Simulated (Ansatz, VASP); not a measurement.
## Ca: VASP beside Ansatz

```xyz
1
Lattice="-2.2624 2.2400 2.2400 2.2400 -2.2624 2.2400 2.2400 2.2400 -2.2624" Properties=species:S:1:pos:R:3 pbc="T T T"
Ca    0.0000    0.0000    0.0000
```

Change from the starting cell: equal xy, yz and zx shear strains of -1 %, PAW files.

Alike in both runs: task electric field gradients; functional PBE; k mesh 10 × 10 × 10; occupations fermi-dirac, width 0.05 eV; no spin polarisation.

|  | VASP | Ansatz |
| --- | --- | --- |
| version | VASP 6.6.1 | Ansatz 0.2.0 |
| potentials or method | VASP PAW PBE potentials, release 64 (Ca_sv) | PAW with Ansatz's default frozen-core files, scalar-relativistic |
| plane-wave cutoff (eV) | 520 | 420 |
| valence electrons in the cell | 10 | 10 |

```csv
,VASP,Ansatz,Ansatz less VASP
pressure (GPa),-1.0,-1.0,-0.01
largest component of the traceless stress (GPa),0.14,0.14,0.000
Vzz of the field gradient on the site that differs most (V/Å²),1.8,1.8,-0.07
```
